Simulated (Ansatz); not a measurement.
**Mo: from a first guess to the relaxed sc type**

First guess:

```xyz
1
Lattice="2.7215 0.0000 0.0000 0.0000 2.7215 0.0000 0.0000 0.0000 2.7215" Properties=species:S:1:pos:R:3 pbc="T T T"
Mo    0.0000    0.0000    0.0000
```

All numbers below come from DFT, PBE, PAW with Ansatz's default frozen-core files, scalar-relativistic (Ansatz 0.2.0).

Cell and atoms relax within the symmetry of the start on a 12×12×12 k mesh with 0.03 eV Fermi–Dirac smearing.

The start is built from a prototype, known or not as a phase of this compound; the cutoff is 420 eV.

Q: What is the pressure of the first guess?

A: -19.18 GPa.

Q: What does it relax to?

A: a = 2.605 Å, b = 2.605 Å, c = 2.605 Å, α = 90.00°, β = 90.00°, γ = 90.00° (conventional cell), 17.68 Å³ per atom:
Space group Pm-3m (No. 221). a = 2.605 Å, b = 2.605 Å, c = 2.605 Å, α = 90.00°, β = 90.00°, γ = 90.00°
```
atom  site  symmetry       x       y       z
  Mo    1a      m-3m  0.0000  0.0000  0.0000
```

Q: How much energy does the relaxation release?

A: 167 meV/atom.
